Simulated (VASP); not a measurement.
# Al2Cu (I4/mcm) in VASP: elastic constants with r2SCAN

Aim: the elastic constants of Al2Cu with r2SCAN.

Program: VASP 6.6.1. These are calculated values, not measurements. Logs are shortened: lines on timing, memory, paths and dates and some standing lists are left out, and cuts for length are marked.

### 1 The structure

It takes space group I4/mcm (No. 140, tetragonal). The conventional cell has a = 5.994 Å, b = 5.994 Å, c = 4.803 Å, α = 90.00°, β = 90.00°, γ = 90.00°. Al (site symmetry m2m) is surrounded by 4 Cu at 2.55 Å and 3 Al at 2.70 to 2.85 Å. Cu (site symmetry 422) has 2 Cu at 2.40 Å and 8 Al at 2.55 Å as nearest neighbours.

The cell was built by a generator and needn't be a form met in nature.

### 2 Elastic constants, r2SCAN

The input, POSCAR:

```
Al2Cu
1.0
   -2.9967698710      2.9967698710      2.4016316271
    2.9967698710     -2.9967698710      2.4016316271
    2.9967698710      2.9967698710     -2.4016316271
  Al              Cu
     4     2
Direct
     0.6592538695379426    0.1592538695379428    0.8185077390758926
     0.1592538695379428    0.3407461304620573    0.5000000000000000
     0.3407461304620573    0.8407461304620574    0.1814922609241074
     0.8407461304620574    0.6592538695379426    0.5000000000000000
     0.2500000000000000    0.2500000000000000    0.0000000000000000
     0.7500000000000000    0.7500000000000000    0.0000000000000000
```

The input, INCAR.step1:

```
SYSTEM = Al2Cu
ALGO = Normal
EDIFF = 1E-8
EDIFFG = -0.002
ENCUT = 600
IBRION = 2
ISIF = 3
ISMEAR = 1
KPAR = 16
LASPH = .True.
LCHARG = .False.
LMIXTAU = .True.
LREAL = .False.
LWAVE = .False.
METAGGA = R2SCAN
NELM = 80
NSW = 40
PREC = Accurate
SIGMA = 0.2
```

The input, INCAR.step2:

```
SYSTEM = Al2Cu
ALGO = Normal
EDIFF = 1E-8
ENCUT = 600
IBRION = 6
ISIF = 3
ISMEAR = 1
KPAR = 16
LASPH = .True.
LCHARG = .False.
LMIXTAU = .True.
LREAL = .False.
LWAVE = .False.
METAGGA = R2SCAN
NELM = 80
NFREE = 2
NSW = 1
POTIM = 0.015
PREC = Accurate
SIGMA = 0.2
```

The input, KPOINTS:

```
k-points
0
Gamma
  14 14 14
  0 0 0
```

Potentials or basis: VASP PAW PBE potentials, release 64 (Al, Cu).

On the command line:

```
$ cat potpaw_PBE.64/Al/POTCAR potpaw_PBE.64/Cu/POTCAR > POTCAR
$ cp INCAR.step1 INCAR
$ mpirun -np 16 vasp_std > vasp.out
$ cp CONTCAR POSCAR
$ cp INCAR.step2 INCAR
$ mpirun -np 16 vasp_std > vasp.out
```

OUTCAR:

```text
SYSTEM = Al2Cu
   EDIFF = 1E-8
   ENCUT = 600
   IBRION = 6
   ISIF = 3
   ISMEAR = 1
   LASPH = .True.
   LREAL = .False.
   METAGGA = R2SCAN
   NELM = 80
   NFREE = 2
   NSW = 1
   POTIM = 0.015
   PREC = Accurate

 ion  position               nearest neighbor table
   1  0.659  0.159  0.819-   5 2.55   6 2.55   5 2.55   6 2.55   3 2.70   3 2.85   3 2.85   2 3.07
                             4 3.07   4 3.07   2 3.07   2 3.19   4 3.19   4 3.19   2 3.19
   2  0.159  0.341  0.500-   6 2.55   5 2.55   5 2.55   6 2.55   4 2.70   4 2.85   4 2.85   1 3.07
                             3 3.07   1 3.07   3 3.07   1 3.19   3 3.19   3 3.19   1 3.19
   3  0.341  0.841  0.181-   5 2.55   6 2.55   5 2.55   6 2.55   1 2.70   1 2.85   1 2.85   4 3.07
                             2 3.07   2 3.07   4 3.07   4 3.19   2 3.19   4 3.19   2 3.19
   4  0.841  0.659  0.500-   5 2.55   6 2.55   6 2.55   5 2.55   2 2.70   2 2.85   2 2.85   1 3.07
                             3 3.07   1 3.07   3 3.07   1 3.19   3 3.19   1 3.19   3 3.19
   5  0.250  0.250  0.000-   6 2.40   6 2.40   1 2.55   3 2.55   1 2.55   3 2.55   2 2.55   4 2.55
                             4 2.55   2 2.55
   6  0.750  0.750  0.000-   5 2.40   5 2.40   1 2.55   3 2.55   1 2.55   3 2.55   4 2.55   4 2.55
                             2 2.55   2 2.55

  LATTYP: Found a body centered tetragonal cell.
 ALAT       =     5.9928862726
 C/A-ratio  =     0.8019491042

  Lattice vectors:

 A1 = (  -2.9964431363,   2.9964431363,   2.4029948889)
 A2 = (   2.9964431363,  -2.9964431363,   2.4029948889)
 A3 = (   2.9964431363,   2.9964431363,  -2.4029948889)

Analysis of symmetry for initial positions (statically):
=====================================================================
 Subroutine PRICEL returns:
 Original cell was already a primitive cell.

 Routine SETGRP: Setting up the symmetry group for a
 body centered tetragonal supercell.

 Subroutine GETGRP returns: Found 16 space group operations
 (whereof  8 operations were pure point group operations)
 out of a pool of 16 trial point group operations.

The static configuration has the point symmetry C_4h.
 The point group associated with its full space group is D_4h.

[... 974 lines left out ...]
  -------------------------------------------------------------------------------------
  Total        0.0011224      0.0011224      0.0057036     -0.0000000     -0.0000000      0.0000000
  in kB        0.0208370      0.0208370      0.1058859     -0.0000005     -0.0000000      0.0000000
  external PRESSURE =       0.0491867 kB  Pullay stress =       0.0000000 kB
[... 21 lines left out ...]
  FREE ENERGIE OF THE ION-ELECTRON SYSTEM (eV)
  ---------------------------------------------------
  free  energy   TOTEN  =       -49.5400960588 eV

  energy  without entropy=      -49.5399317573  energy(sigma->0) =      -49.54004129

 INTERNAL STRAIN TENSORS FROM STRAINED CELLS
 ============================================

 INTERNAL STRAIN TENSOR FOR ION    1 for displacements in x,y,z  (eV/Angst):
          X           Y           Z          XY          YZ          ZX
  --------------------------------------------------------------------------------
  x     2.47179    -3.51108     2.43120    -2.92872    -0.00012    -0.00008
  y    -3.51119     2.47187     2.43120    -2.92869    -0.00008    -0.00013
  z    -0.00000     0.00000    -0.00000    -0.00000     3.36026     3.36133

 INTERNAL STRAIN TENSORS FROM DISPLACED ATOMS
 ============================================

 INTERNAL STRAIN TENSOR FOR ION    1 for displacements in x,y,z  (eV/Angst):
          X           Y           Z          XY          YZ          ZX
  --------------------------------------------------------------------------------
  x     2.45435    -3.50769     2.36726    -2.95356     0.00000     0.00000
  y    -3.50769     2.45435     2.36726    -2.95358     0.00000     0.00000
  z     0.00000     0.00000     0.00000    -0.00000     3.37510     3.37512

 INTERNAL STRAIN TENSOR FOR ION    6 for displacements in x,y,z  (eV/Angst):
          X           Y           Z          XY          YZ          ZX
  --------------------------------------------------------------------------------
  x     0.00000     0.00000     0.00000     0.00000     0.59967     0.00000
  y     0.00000     0.00000     0.00000     0.00000     0.00000    -0.59966
  z    -0.00000    -0.00000    -0.00000    -0.00001     0.00000     0.00000

 Eigenvectors and eigenvalues of the dynamical matrix
 ----------------------------------------------------

   1 f  =   10.035006 THz    63.051803 2PiTHz  334.731775 cm-1    41.501432 meV
             X         Y         Z           dx          dy          dz
      0.954647  3.951090 -0.000000     0.210970   -0.210970    0.000000
      2.041796  0.954647  0.000000     0.210970    0.210970   -0.000000
      2.041796 -0.954647  2.402995    -0.210970    0.210970   -0.000000
      0.954647  2.041796  2.402995    -0.210970   -0.210970    0.000000
      0.000000  0.000000  1.201497     0.000000    0.000000    0.567421
      0.000000  0.000000  3.604492    -0.000000    0.000000   -0.567421
[... 145 lines left out ...]
  18 f/i=    0.056820 THz     0.357011 2PiTHz    1.895316 cm-1     0.234989 meV
             X         Y         Z           dx          dy          dz
      0.954647  3.951090 -0.000000    -0.000000   -0.000000    0.342269
      2.041796  0.954647  0.000000    -0.000000   -0.000000    0.342269
      2.041796 -0.954647  2.402995    -0.000000   -0.000000    0.342269
      0.954647  2.041796  2.402995    -0.000000   -0.000000    0.342269
      0.000000  0.000000  1.201497    -0.000000   -0.000000    0.515465
      0.000000  0.000000  3.604492    -0.000000   -0.000000    0.515465

--------------------------------------------------------------------------------------------------------

 ELASTIC MODULI CONTR FROM IONIC RELAXATION (kBar)
 Direction    XX          YY          ZZ          XY          YZ          ZX
 --------------------------------------------------------------------------------
 XX        -203.6460    193.9342     21.8263      0.0000      0.0000      0.0000
 YY         193.9342   -203.6460     21.8263     -0.0000     -0.0000     -0.0000
 ZZ          21.8263     21.8263    -98.1044      0.0000      0.0000      0.0000
 XY           0.0000     -0.0000      0.0000   -162.4404     -0.0000      0.0000
 YZ           0.0000     -0.0000      0.0000     -0.0000   -154.5420     -0.0000
 ZX           0.0000     -0.0000      0.0000      0.0000     -0.0000   -154.5433
 --------------------------------------------------------------------------------

 TOTAL ELASTIC MODULI (kBar)
 Direction    XX          YY          ZZ          XY          YZ          ZX
 --------------------------------------------------------------------------------
 XX        1898.8299    838.6494    673.3962      0.0000      0.0000      0.0000
 YY         838.6494   1898.8299    673.3962     -0.0000     -0.0000     -0.0000
 ZZ         673.3962    673.3962   2052.4763      0.0000      0.0000      0.0000
 XY           0.0000     -0.0000      0.0000    548.2653     -0.0000      0.0000
 YZ           0.0000     -0.0000      0.0000     -0.0000    289.3082     -0.0000
 ZX           0.0000     -0.0000      0.0000      0.0000     -0.0000    289.3093
 --------------------------------------------------------------------------------
```

OSZICAR.step1:

```text
N       E                     dE             d eps       ncg     rms          rms(c)
DAV:   1     0.177724314850E+03    0.17772E+03   -0.16122E+04 10248   0.214E+03
DAV:   2    -0.440654120354E+02   -0.22179E+03   -0.21571E+03 10248   0.368E+02
DAV:   3    -0.571440808431E+02   -0.13079E+02   -0.12450E+02 13320   0.118E+02
[... 45 lines left out ...]
DAV:   3    -0.495415301756E+02    0.15677E-04   -0.97949E-05 14194   0.303E-01    0.937E-03
DAV:   4    -0.495415302785E+02   -0.10294E-06   -0.33780E-06 16020   0.283E-02    0.223E-03
DAV:   5    -0.495415301306E+02    0.14797E-06   -0.42082E-07 16183   0.148E-02    0.582E-04
DAV:   6    -0.495415303058E+02   -0.17518E-06   -0.66431E-08 13780   0.504E-03    0.382E-04
DAV:   7    -0.495415302675E+02    0.38285E-07   -0.61400E-09  6499   0.125E-03    0.222E-04
DAV:   8    -0.495415302623E+02    0.51446E-08   -0.14449E-09  5634   0.467E-04
   4 F= -.49541530E+02 E0= -.49541477E+02  d E =-.533937E-05
```

Run time: 2.8 h. Hardware: 16 MPI ranks of Intel Xeon Platinum 8259CL at 2.50GHz (Skylake/Cascade Lake), shared host; peak memory 2.3 GiB.

What came out:

```
Voigt bulk modulus                                      : 114 GPa
Highest phonon frequency at Γ, LO-TO splitting left out : 335 cm⁻¹
```

Phonon frequencies in cm⁻¹ (negative: imaginary):
| q point | frequencies |
| --- | --- |
| (0.000, 0.000, 0.000) | -2 -1 -1 148 148 153 153 191 202 223 259 269 269 284 292 306 306 335 |

Elastic tensor in Voigt notation (GPa, in the Cartesian axes of the cell as first typed):
```
190  84  67   0   0   0
 84 190  67   0   0   0
 67  67 205   0   0   0
  0   0   0  29   0   0
  0   0   0   0  29   0
  0   0   0   0   0  55
```

Clamped-ion elastic tensor (GPa):
```
210  64  65   0   0   0
 64 210  65   0   0   0
 65  65 215   0   0   0
  0   0   0  44   0   0
  0   0   0   0  44   0
  0   0   0   0   0  71
```

Caveat: the PAW data sets were made with another functional, which shifts forces and pressure a little.
